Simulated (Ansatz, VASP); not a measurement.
**V in VASP and in Ansatz**

INCAR

```
ALGO     = Normal         # electronic algorithm
EDIFF    = 1E-7           # SCF threshold, eV
EDIFFG   = -0.01          # ionic threshold
ENCUT    = 600            # plane-wave cutoff, eV
GGA      = CA             # functional
IBRION   = 2              # ionic algorithm
ISIF     = 3              # what is computed and relaxed
ISMEAR   = -1             # smearing method
LASPH    = T              # aspherical terms in the spheres
LCHARG   = F              # write CHGCAR
LREAL    = F              # projectors in reciprocal space
LWAVE    = F              # write WAVECAR
NELM     = 60             # most SCF steps
NSW      = 80             # ionic steps
PREC     = Accurate       # precision mode
SIGMA    = 0.1            # smearing width, eV
```

The input KPOINTS:

```
k-points
0
Gamma
  15 15 15
```

POSCAR

```
V
1.0
   -1.5120000000      1.5120000000      1.5120000000
    1.5120000000     -1.5120000000      1.5120000000
    1.5120000000      1.5120000000     -1.5120000000
V
1
Direct
    0.0000000000      0.0000000000      0.0000000000
```

Input for Ansatz:

```yaml
crystal:
  lattice:
    - [-1.512, 1.512, 1.512]
    - [1.512, -1.512, 1.512]
    - [1.512, 1.512, -1.512]
  atoms:
    - { symbol: V, position: [0.0, 0.0, 0.0] }
hamiltonian:
  xc: lda
  pseudopotentials:
    kind: paw
    azcp:
      V: "pseudopotentials/V.paw.azcp"
basis:
  ecutwfc: 420
  fft_grid_basis: typed
kpoints:
  mp_grid: { grid: [15, 15, 15], shift: [0, 0, 0] }
magnetization:
  spin_polarized: false
scf:
  occupations: { method: fermi_dirac, width: 0.1 }
relax:
  max_steps: 60
  f_tol: 0.01
  cell: {}
```

Alike in both runs: task relaxation of cell and atoms; functional LDA; k mesh 15 × 15 × 15; occupations fermi-dirac, width 0.1 eV; no spin polarisation.

```csv
,VASP,Ansatz
version,VASP 6.6.1,Ansatz 0.2.0
potentials or method,"VASP PAW LDA potentials, release 64 (V_sv)","plane waves (420 eV) with PAW, scalar-relativistic"
plane-wave cutoff (eV),600,420
valence electrons in the cell,13,13
```

```tsv
	VASP	Ansatz	Ansatz less VASP
relaxed volume (Å³/atom)	12.57	12.54	-0.032
relaxed cell length with the largest relative difference (Å)	2.537	2.535	-0.0022
energy change over the relaxation (meV/atom)	-70	-73	-3.1
```

Ansatz warned: «pseudo_functional_mismatch».

LDA usually gives volumes a few per cent too small. Zero-point motion and thermal expansion aren't in these numbers.
